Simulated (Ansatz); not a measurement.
Crystal: Ge.

```
Ge
1.0
     2.71047    0.00000    0.00000
     0.00000    2.71047    0.00000
     0.00000    0.00000    2.71047
Ge
1
Direct
  0.00000 0.00000 0.00000
```

The cell was built by a generator and needn't be a form met in nature.

* Program: Ansatz 0.2.0
* Task: single point
* Functional: PBE
* Potentials or basis: all-electron LAPW, scalar-relativistic
* Cutoff: 244 eV (chosen from the basis error)
* Basis error allowed: 0.001 eV/atom
* k mesh: 10 × 10 × 10
* Occupations: fermi-dirac, width 0.05 eV
* Spin: no spin polarisation

On this cell: pressure -0.5 GPa; band gap on the k mesh none (metal or under the smearing width).

The same run follows on a disturbed copy (cell strained at random at fixed volume):

```
Ge
1.0
     2.64007   -0.03320   -0.02985
    -0.03320    2.75601   -0.02582
    -0.02985   -0.02582    2.73777
Ge
1
Cartesian
  0.0331 0.0135 0.0315
```

Question: What changes?

Answer: The energy (extrapolated to zero smearing) moves by +14.1 meV/atom; pressure 0.0 GPa; band gap on the k mesh none (metal or under the smearing width).

Stress tensor (GPa, compression positive):
```
 5.21  0.46  0.38
 0.46 -3.26  0.17
 0.38  0.17 -1.96
```
